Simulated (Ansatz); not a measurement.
What a change of settings does to a run on Sr

The cell was built from the sc type and relaxed in the same program; it needn't be a known or the stable phase. The listed cell was then made from it by scaling, straining or moving an atom.

First run: DFT, PBE, all-electron LAPW, scalar-relativistic (Ansatz 0.2.0).

Command: `ansatz run input.yaml --threads 1 --pin off --max-ram 2048MiB --backend cpu --events-out ev --progress --plain --runs-dir out` The run took 8.6 s on 1 thread of Arm Neoverse V2 (shared host).

```yaml
crystal:
  lattice:
    - [3.9086584584, 0.0, 0.0]
    - [0.0, 3.9086584584, 0.0]
    - [0.0, 0.0, 3.7340946713]
  atoms:
    - { symbol: Sr, position: [0.0, 0.0, 0.0] }
kpoints:
  mp_grid: { grid: [13, 13, 13] }
scf:
  occupations: { method: fermi_dirac, width: 0.05 }
hamiltonian:
  xc: pbe
  pseudopotentials: { kind: all_electron, lapw: { basis_error: 0.001 } }
output:
  forces: true
  stress: true
  eigenvalues: true
```

Result: converged; pressure 0.04 GPa; no gap on the k mesh; 8 SCF iterations.

A second input differs as follows:

```diff
@@ -7,7 +7,8 @@
     - { symbol: Sr, position: [0.0, 0.0, 0.0] }
 kpoints:
-  mp_grid: { grid: [13, 13, 13] }
+  mp_grid: { grid: [1, 1, 1] }
 scf:
   occupations: { method: fermi_dirac, width: 0.05 }
+  max_iter: 80
 hamiltonian:
   xc: pbe
```

Question: What is wrong with it, and what does the program do?

Answer: The fault is one k-point for a small cell. The run converged; energy at zero smearing -4033.0 meV/atom from the first run; pressure -0.85 GPa; gap on the k mesh 4.09 eV (the mesh can miss the band edges); 6 SCF iterations. Such numbers aren't properties of the crystal. The log ends:
```
  Σ components = -86522.739130   (vs F -86522.739130, Δ=0.00e0)
  Basis errors (estimates in eV, not in F): energy 2.9e-4 per atom: plane waves 2.7e-4 (1.4e-4 summed), levels above the bands 5.1e-55, relativity 4.7e-8, radial functions 1.6e-5, core shells 7.6e-8; eigenvalues (radial functions only) 6.2e-7; not estimated: angular momenta, meshes, grids; target (lapw.basis_error) 1.0e-3; muffin-tin radii Sr 1.867 Å
--- Forces (eV/Å), atoms counted from 1 ---
  atom   1  Sr    -0.00000000     0.00000000     0.00000000
  max |Σ_I F_I| component: 1.81e-25 eV/Å
--- Stress (GPa, compression-positive) ---
       -2.197634       0.000000      -0.000000
        0.000000      -2.197634      -0.000000
       -0.000000      -0.000000       1.843854
  P = ⅓ Tr σ = -0.8505 GPa (-8.505 kbar)
--- Band table (eV) ---
  k-point 0: bands = ["-118.1833", "-118.1823", "-118.1803", "-118.1798", "-118.1798", "-31.3248", "-13.1903", "-13.1903", "-13.1459", "2.1077", "6.1953", "6.2044", "10.2823", "10.5145"]
```
